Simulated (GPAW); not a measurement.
FeO:

```xyz
2
Lattice="1.5177 0.8762 2.5158 -1.5177 0.8762 2.5158 0.0000 -1.7525 2.5158" Properties=species:S:1:pos:R:3 pbc="T T T"
Fe    0.0000    0.0000    0.0000
O     0.0000    0.0000    3.7737
```

Program: GPAW 26.7.0. Alike in all runs: task single point; potentials or basis GPAW PAW data sets (gpaw-data 1.2.1), pw; cell as given; k mesh 8 × 8 × 8; cutoff (eV) 800; smearing gaussian 0.05 eV.

Problem. Order these runs on this cell by their pressure, lowest first.
A. level PBE+U; spin collinear, random start; U Fe d U = 5 eV
B. level r2SCAN+U; spin collinear, ferromagnetic start; U Fe d U = 2 eV
C. level PBE; spin collinear, ferromagnetic start

Solution. B (-4.5 GPa), C (0.4 GPa), A (2.1 GPa).

Caveats: a cell with one magnetic atom can't hold antiferromagnetic order, which such compounds often take; the PAW data sets were made with another functional, which shifts forces and pressure a little (some runs).
